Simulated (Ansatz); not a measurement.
# MgF2: all-electron results

```
Mg F
1.0
     4.62130    0.00000    0.00000
     0.00000    4.62130    0.00000
     0.00000    0.00000    3.01590
Mg F
2 4
Direct
  0.00000 0.00000 0.00000
  0.50000 0.50000 0.50000
  0.30280 0.30280 0.00000
  0.19720 0.80280 0.50000
  0.69720 0.69720 0.00000
  0.80280 0.19720 0.50000
```

Atom numbers follow the list: Mg1, Mg2, F3, F4, F5, F6.

The cell comes from COD entry 9007534, which wasn't checked; take it as a given geometry.

All numbers are computed: DFT, PBE, all-electron LAPW, scalar-relativistic (Ansatz 0.2.0); DFT, PBE, PAW with Ansatz's default frozen-core files, scalar-relativistic (Ansatz 0.2.0); DFT, PBE, all-electron PAW with datasets made for the crystal, scalar-relativistic (Ansatz 0.2.0).

For LAPW: a Γ-centred 5×5×7 k mesh, Fermi–Dirac smearing of 0.02 eV, basis error target 1 meV/atom, no spin polarisation. PAW takes a cutoff of 420 eV at this cell. The crystal-made all-electron datasets (AE datasets) take a cutoff of 400 eV at this cell. The Ansatz runs share mesh, smearing and spin set-up. Values come from LAPW unless marked.

```json
{
  "Pressure at this cell": "6.25 GPa",
  "Band gap": "7.23 eV, direct at Γ",
  "Stress xx, yy, zz (compression positive)": "5.59, 5.59, 7.57 GPa",
  "Largest force": "0.057 eV/Å on F4",
  "Löwdin charges (with 0.22 e of the cell spilling out of the atomic basis, so their sizes and signs hang on that basis)": "Mg1 1.65, F3 -0.77 e",
  "Bader charges (from the PAW run)": "Mg1 +1.77, F3 -0.89 e",
  "Field gradients Vzz (crystal-made datasets)": "Mg1 0.62 (η = 0.55), F3 -4.82 (η = 0.38) in 10²¹ V/m²",
  "Volume per atom": "10.73 Å³"
}
```
